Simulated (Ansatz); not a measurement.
A run of Ansatz 0.2.0 is set up as follows.

File input.yaml:

```yaml
crystal:
  lattice:
    - [0.0, 2.0970013927, 2.0970013927]
    - [2.0970013927, 0.0, 2.0970013927]
    - [2.0970013927, 2.0970013927, 0.0]
  atoms:
    - { symbol: Mg, position: [0.0, 0.0, 0.0] }
    - { symbol: O, position: [0.5, 0.5, 0.5] }
hamiltonian:
  xc: pbe
  pseudopotentials: { kind: paw }
kpoints:
  mp_grid: { grid: [11, 11, 11] }
scf:
  occupations: { method: cold, width: 0.025 }
output:
  forces: true
  stress: true
  eigenvalues: true
  xc_energy_on_converged_density: [lda, pbesol, rpbe, revpbe, blyp, r2scan]
  write_density: true
  write_potential: true
  elf: true
  volumetric_format: npy
```

Potentials or basis: Ansatz PAW.

Launch:

```bash
$ ansatz run input.yaml --threads 1 --pin off --max-ram 2560MiB --backend cpu --events-out ev --progress --plain --runs-dir out
```

Question: Predict the pressure.

Answer: 6.9 GPa.

Question: Predict the band gap on the k mesh.

Answer: 4.87 eV, direct.

Caveat: odd divisions of the mesh miss points on the zone boundary, where band edges often lie, so the gap on the mesh can be too wide; the pressure holds a Pulay correction of +0.6 GPa for the finite cutoff.

**Experimental background.**

From “Electronic structure of alkaline earth and post-transition metal oxides”, 2009, arxiv:0908.1581, for a bulk crystal of MgO: band gap 7.83 eV.

Measured gap of MgO: 7.83 eV (quoted in “Electronic structure of alkaline earth and post-transition metal oxides”, 2009, arxiv:0908.1581). This calculation gives 4.87 eV (-2.96 eV). The value is that of PBE, without temperature or zero-point motion. Semilocal functionals fall short of measured gaps as a rule. The cell is a database's relaxed one, not the measured one, which moves gaps too.
